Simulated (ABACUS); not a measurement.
CdTe: single point with PW91

**What was measured.**

A printed reference work, data compilation reports, for a bulk crystal of CdTe at 0 K: band gap 1.607 eV.

The system is CdTe.

```
Te Cd
1.0
     0.00000    3.20500    3.20500
     3.20500    0.00000    3.20500
     3.20500    3.20500    0.00000
Te Cd
1 1
Direct
  0.25000 0.25000 0.25000
  0.00000 0.00000 0.00000
```

```yaml
Program: ABACUS 3.10.1
Task: single point
Functional: PW91
Potentials_or_basis: Ansatz NC PBE
Cutoff: 1129 eV
Density_cutoff: 4517 eV
Basis: plane waves
k_mesh: 6 × 6 × 6
Occupations: fermi-dirac, width 0.05 eV
Spin: no spin polarisation
```

```json
{
  "Pressure": "4.1 GPa",
  "Band gap on the k mesh": "0.82 eV, direct"
}
```

Levels at points of the mesh, in eV from the valence-band top:
```csv
k point,band 15,band 16,band 17,band 18,band 19,band 20,band 21,band 22
"(0.00, 0.00, 0.00)",-8.13,0.00,0.00,0.00,0.82,4.60,4.60,4.60
"(0.50, 0.50, 0.50)",-7.75,-4.61,-0.82,-0.82,1.83,5.20,5.20,7.07
"(0.50, 0.50, 0.00)",-7.61,-4.47,-1.97,-1.97,2.53,2.66,8.97,9.29
```

Wall time 32 s on 4 MPI ranks on Intel(R) Xeon(R) Platinum 8259CL CPU @ 2.50GHz (Skylake/Cascade Lake), with other jobs on the host, peak memory 0.6 GiB a rank.

A measured gap of CdTe is 1.607 eV (0 K; a printed reference work, data compilation); the calculated 0.82 eV misses it by -0.79 eV. Spin-orbit coupling on Cd, Te is left out. The value is that of PW91, without temperature or zero-point motion. Semilocal functionals fall short of measured gaps as a rule.

Caveat: the potentials were made for another functional, which shifts forces and pressure; spin-orbit coupling is left out, which moves the levels of the heavy elements.
